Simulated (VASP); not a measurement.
# Si: an input that fails (relaxed cell and band gap)

Si, Fd-3m (no. 227), 2 atoms in the cell.

INCAR:
```
ALGO = Normal
EDIFF = 1E-7
EDIFFG = -0.005
ENCUT = 600
GGA = PBESOL
GGA_COMPAT = False
IBRION = 2
ISIF = 3
ISMEAR = 0
LASPH = True
LCHARG = False
LREAL = False
LWAVE = False
NELM = 80
NSW = 20
PREC = Accurate
SIGMA = 0.02
```

KPOINTS:
```
k-points
0
Gamma
  7 7 7
```

POSCAR:
```
Si
1.0
    0.0000000000      2.7218511865      2.7218511865
    2.7218511865      0.0000000000      2.7218511865
    2.7218511865      2.7218511865      0.0000000000
Si
2
Direct
    0.5000000000      0.5000000000      0.5000000000
    0.7500000000      0.7500000000      0.7500000000
```

Commands:
```
cat potpaw_PBE.64/Si/POTCAR > POTCAR
mpirun -np 1 vasp_std > vasp.out
```

VASP stops with:
```
Error: One of the selected functionals does not exist. ---->  I REFUSE TO CONTINUE WITH THIS SICK JOB ... BYE!!! <----
```

Cause: full name in place of the two-letter word.
